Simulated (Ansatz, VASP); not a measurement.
**One calculation of CdS, two programs**

The input INCAR:

```
SYSTEM = CdS
ALGO = Normal
EDIFF = 1E-6
ENCUT = 520
GGA = PE
ISIF = 2
ISMEAR = -1
LASPH = .True.
LCHARG = .False.
LREAL = .False.
LWAVE = .False.
NBANDS = 16
NELM = 80
PREC = Accurate
SIGMA = 0.02
```

File KPOINTS:

```
k-points
0
Gamma
  7 7 7
  0 0 0
```

POSCAR

```
CdS
1.0
    0.0000000000      2.9723829996      2.9429534649
    2.9723829996      0.0000000000      2.9429534649
    2.9723829996      2.9723829996      0.0000000000
Cd S
1 1
Direct
    0.0000000000      0.0000000000      0.0000000000
    0.7500000000      0.7500000000      0.7500000000
```

Input for Ansatz:

```yaml
crystal:
  lattice:
    - [0.0, 2.9723829996, 2.9429534649]
    - [2.9723829996, 0.0, 2.9429534649]
    - [2.9723829996, 2.9723829996, 0.0]
  atoms:
    - { symbol: Cd, position: [0.0, 0.0, 0.0] }
    - { symbol: S, position: [0.75, 0.75, 0.75] }
kpoints:
  mp_grid: { grid: [7, 7, 7] }
  band_path:
    path:
      - [0.0, 0.0, 0.0]
      - [0.0, 0.5, 0.5]
      - [0.25, 0.75, 0.5]
      - [0.0, 0.5, 0.0]
      - [0.0, 0.0, 0.0]
      - [0.5, 0.5, 0.0]
      - [0.3775125, 0.6224875, 0.0]
      - [-0.3775125, 0.3775125, 0.0]
      - [0.0, 0.0, 0.0]
    npoints: 5
scf:
  occupations: { method: fermi_dirac, width: 0.02 }
hamiltonian:
  xc: pbe
  pseudopotentials: { kind: all_electron, lapw: { basis_error: 0.0005 } }
output:
  forces: true
  stress: true
  eigenvalues: true
```

Change from the starting cell: equal xx and yy strain of +1 %.

Alike in both runs: task single point; functional PBE; k mesh 7 × 7 × 7; occupations fermi-dirac, width 0.02 eV; no spin polarisation.

|  | VASP | Ansatz |
| --- | --- | --- |
| version | VASP 6.6.1 | Ansatz 0.2.0 |
| potentials or method | VASP PAW PBE potentials, release 64 (Cd, S) | all-electron LAPW, scalar-relativistic |
| plane-wave cutoff (eV) | 520 | see its input |

```csv
,VASP,Ansatz,Ansatz less VASP
gap on the k mesh at the Fermi level (eV),1.03,1.02,-0.002
pressure (GPa),0.3,0.1,-0.26
largest component of the traceless stress (GPa),0.13,0.13,+0.001
```

Ansatz ran all-electron here, so the differences hold the error of VASP's frozen core and of both bases.
